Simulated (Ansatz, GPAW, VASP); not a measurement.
One calculation of Na, 3 ways

```xyz
1
Lattice="-2.1410 2.1410 2.1410 2.1410 -2.1410 2.1410 2.1410 2.1410 -2.1410" Properties=species:S:1:pos:R:3 pbc="T T T"
Na    0.0000    0.0000    0.0000
```

Alike in all runs: task single point; functional PBEsol; k mesh 9 × 9 × 9; occupations gaussian, width 0.05 eV; no spin polarisation; no spin-orbit coupling. Pressure is positive in compression and, in plane waves, holds the error of the finite cutoff, which Ansatz's Pulay term estimates and takes out.

```
                           program and potentials  plane-wave cutoff (eV)                                                                                         notes  pressure (GPa)
                               Ansatz, Ansatz PAW                     420  potentials made for PBE, which Ansatz adapts in part; 9 valence electrons an atom on average           -0.55
    VASP, PBE PAW files Na_pv, release 54, 520 eV                     520                               potentials made for PBE; 7 valence electrons an atom on average           -0.57
GPAW, PAW data sets generated for this functional                     800                                                        7 valence electrons an atom on average           -0.55
```

The pressure spans -0.57 (VASP, PBE PAW files Na_pv, release 54, 520 eV) to -0.55 GPa (GPAW, PAW data sets generated for this functional).

Differences between rows come from potentials, basis sets and numerical settings, since the functional is the same but for its coding. Runs on potential files found faulty are left out.
